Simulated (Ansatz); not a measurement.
The system is InSe.

```xyz
4
Lattice="2.0000 1.1547 8.4400 -2.0000 1.1547 8.4400 0.0000 -2.3094 8.4400" Properties=species:S:1:pos:R:3 pbc="T T T"
In    0.0000    0.0000   22.4994
In    0.0000    0.0000    0.0000
Se    0.0000    0.0000    4.3525
Se    0.0000    0.0000    9.7102
```

Program: Ansatz 0.2.0. Alike in all runs: task band structure; potentials or basis Ansatz PAW; no spin polarisation; cell as given; k mesh 4 × 4 × 4; cutoff (eV) 420; smearing fermi-dirac 0.05 eV; the mesh is coarse, so values aren't converged.

Task: Order these runs on this cell by their pressure, lowest first.
A. level HSEsol
B. level HSE03
C. level HF

Result: A (-0.6 GPa), B (1.4 GPa), C (3.8 GPa).

Caveats: all runs use coarse meshes; the PAW data sets come from PBE, with cores solved anew for the run's functional, which leaves a small shift of forces and pressure; the thresholds are loose for stress.

Runs at the PBE level aren't shown here.
